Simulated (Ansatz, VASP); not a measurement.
## Ti in VASP and in Ansatz

```xyz
1
Lattice="-1.6732 1.6732 1.6732 1.6732 -1.6732 1.6732 1.6732 1.6732 -1.6732" Properties=species:S:1:pos:R:3 pbc="T T T"
Ti    0.0000    0.0000    0.0000
```

Change from the starting cell: volume scaled by 1.06, crystal datasets.

Alike in both runs: task electric field gradients; functional PBEsol; k mesh 14 × 14 × 14; occupations fermi-dirac, width 0.05 eV; no spin polarisation.

```csv
,VASP,Ansatz
version,VASP 6.6.1,Ansatz 0.2.0
potentials or method,"VASP PAW PBE potentials, release 64 (Ti_sv), cutoff 520 eV","all-electron PAW with datasets made for the crystal, scalar-relativistic"
```

```csv
,VASP,Ansatz,Ansatz less VASP
pressure (GPa),-11.5,-11.4,+0.11
Vzz of the field gradient on the site that differs most (V/Å²),0.0,0.0,0.00
```

Ansatz ran all-electron here, so the differences hold the error of VASP's frozen core and of both bases.

Caveats: the PAW data sets were made with another functional, which shifts forces and pressure a little (VASP).
